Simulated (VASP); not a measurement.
VASP 6.6.1 run: BN

INCAR

```
LWAVE = .FALSE.
SIGMA = 0.02
ISMEAR = -1
NBANDS = 16
PREC = Single
LREAL = .FALSE.
IBRION = -1
GGA = PE
ISIF = 2
ENCUT = 520
LASPH = .TRUE.
EDIFF = 1E-7
NSW = 0
NELM = 57
LCHARG = .FALSE.
```

KPOINTS

```
KPOINTS created by Atomic Simulation Environment
0
Gamma
12 12 6
0 0 0
```

POSCAR

```
B  N
 1.0000000000000000
     2.6457079995215311    0.0000000000288676    0.0000000000000000
    -1.3228539997857653    2.2912503385669196    0.0000000000000000
     0.0000000000000000    0.0000000000000000    4.3761279552000003
 B   N
   2   2
Cartesian
 -0.0000000000166665  1.5275002257209025 -0.0014749458806350
  1.3228539997524325  0.7637501128748850  2.1865890317193650
 -0.0000000000166665  1.5275002257209025  1.6425229290806351
  1.3228539997524325  0.7637501128748850  3.8305869066806348
```

The recommended PBE PAW datasets give the neutral cell 16 valence electrons.

Command

```
mpirun -np 1 vasp_std
```

OSZICAR

```
N       E                     dE             d eps       ncg     rms          rms(c)
DAV:   1     0.372685928734E+02    0.37269E+02   -0.81514E+03  2432   0.956E+02
DAV:   2    -0.337601783669E+02   -0.71029E+02   -0.66116E+02  3520   0.219E+02
DAV:   3    -0.361680367418E+02   -0.24079E+01   -0.24018E+01  2768   0.374E+01
DAV:   4    -0.361749167588E+02   -0.68800E-02   -0.68794E-02  2944   0.230E+00
DAV:   5    -0.361749386071E+02   -0.21848E-04   -0.21848E-04  2696   0.120E-01    0.865E+00
DAV:   6    -0.346432807360E+02    0.15317E+01   -0.21508E+00  3032   0.133E+01    0.398E+00
DAV:   7    -0.345700869933E+02    0.73194E-01   -0.24828E-01  2896   0.406E+00    0.255E+00
DAV:   8    -0.345503882488E+02    0.19699E-01   -0.48542E-02  2872   0.171E+00    0.261E-01
DAV:   9    -0.345489418771E+02    0.14464E-02   -0.17947E-03  2776   0.507E-01    0.109E-01
DAV:  10    -0.345492466856E+02   -0.30481E-03   -0.59948E-04  2888   0.182E-01    0.257E-02
DAV:  11    -0.345492562199E+02   -0.95343E-05   -0.30593E-05  2984   0.544E-02    0.138E-02
DAV:  12    -0.345492575566E+02   -0.13367E-05   -0.60270E-06  2912   0.238E-02    0.186E-03
DAV:  13    -0.345492576842E+02   -0.12755E-06   -0.19230E-07  2448   0.424E-03    0.985E-04
DAV:  14    -0.345492577159E+02   -0.31760E-07   -0.15305E-08  1216   0.122E-03
   1 F= -.34549258E+02 E0= -.34549258E+02  d E =-.126292E-12
```

From OUTCAR

```
k-points           NKPTS =     76   k-points in BZ     NKDIM =     76   number of bands    NBANDS=     16

   NELECT =      16.0000    total number of electrons

   dimension x,y,z NGX =    20 NGY =   20 NGZ =   36
   dimension x,y,z NGXF=    20 NGYF=   20 NGZF=   36

  energy-cutoff  :      520.00
  volume of cell :       26.53
      direct lattice vectors                 reciprocal lattice vectors
     2.645708000  0.000000000  0.000000000     0.377970660  0.218221463  0.000000000
    -1.322854000  2.291250339  0.000000000    -0.000000000  0.436442925  0.000000000
     0.000000000  0.000000000  4.376127955     0.000000000  0.000000000  0.228512514

 k-points in reciprocal lattice and weights: KPOINTS created by Atomic Simulation Env
   0.00000000  0.00000000  0.00000000       0.001
   0.08333333  0.00000000  0.00000000       0.007
   0.16666667 -0.00000000  0.00000000       0.007
   0.25000000  0.00000000  0.00000000       0.007
   0.33333333  0.00000000  0.00000000       0.007
   0.41666667  0.00000000  0.00000000       0.007
   0.50000000  0.00000000  0.00000000       0.003
   0.08333333  0.08333333  0.00000000       0.007
   ...

 E-fermi :   6.6264

 k-point     1 :       0.0000    0.0000    0.0000
  band No.  band energies     occupation
      1     -12.9504      2.00000
      2      -9.3206      2.00000
      3      -3.6779      2.00000
      4       4.2775      2.00000
      5       4.2776      2.00000
      6       5.9902      2.00000
      7       6.1539      2.00000
      8       6.1540      2.00000
      9      13.9730      0.00000
     10      14.0857      0.00000
     11      14.0857      0.00000
     12      14.3384      0.00000
     13      15.3578      0.00000
     14      17.2020      0.00000
     15      17.2020      0.00000
     16      20.9227      0.00000

 k-point     2 :       0.0833    0.0000    0.0000
  band No.  band energies     occupation
      1     -12.8133      2.00000
      2      -9.2179      2.00000
      3      -3.5405      2.00000
      4       3.6320      2.00000
      5       4.0303      2.00000
      6       5.6031      2.00000
      7       5.8574      2.00000
      8       6.0117      2.00000
      9      13.7110      0.00000
     10      14.3019      0.00000
     11      14.3556      0.00000
     12      14.8570      0.00000
     13      15.8467      0.00000
     14      17.2490      0.00000
     15      17.5849      0.00000
     16      20.7469      0.00000

 k-point     3 :       0.1667   -0.0000    0.0000
  band No.  band energies     occupation
      1     -12.4072      2.00000
      2      -8.9256      2.00000
      3      -3.1340      2.00000
      4       2.0962      2.00000
      5       3.4451      2.00000
      6       4.2643      2.00000
      7       5.4580      2.00000
      8       5.6256      2.00000
      9      13.3446      0.00000
     10      14.6262      0.00000
     11      15.0024      0.00000
     12      15.7611      0.00000
     13      16.6142      0.00000
     14      17.8703      0.00000
     15      18.5827      0.00000
     16      20.2786      0.00000

 ...

  Total       -5.3195528     -5.3195528     -5.3432620     -0.0000000      0.0000000      0.0000000
  in kB     -321.2781902   -321.2781902   -322.7101218     -0.0000000      0.0000000      0.0000000
  external PRESSURE =    -321.7555007 kB  Pullay stress =       0.0000000 kB

 POSITION                                       TOTAL-FORCE (eV/Angst)
 -----------------------------------------------------------------------------------
     -0.00000      1.52750      4.37465        -0.000000      0.000000      0.009152
      1.32285      0.76375      2.18659         0.000000      0.000000      0.009152
     -0.00000      1.52750      1.64252        -0.000000      0.000000     -0.009152
      1.32285      0.76375      3.83059         0.000000     -0.000000     -0.009152
 -----------------------------------------------------------------------------------
    total drift:                                0.000003      0.000005      0.000960

  FREE ENERGIE OF THE ION-ELECTRON SYSTEM (eV)
  ---------------------------------------------------
  free  energy   TOTEN  =       -34.5492577159 eV

  energy  without entropy=      -34.5492577159  energy(sigma->0) =      -34.54925772
```

It converged. Results: gap between bands v and c on the k mesh 5.41 eV; least direct gap on the k mesh 7.70 eV; pressure -32.2 GPa. Band v is the last that the valence electrons fill when counted band by band, and c is the next.

For comparison, a separate PBE run of the intended cell, on usual settings and not on those above, gives a gap of 5.41 eV on its mesh and a pressure of -32.2 GPa.

The run above took about 26 s on one core of a shared host (Intel Xeon Platinum 8488C) and held 0.13 GiB at most.
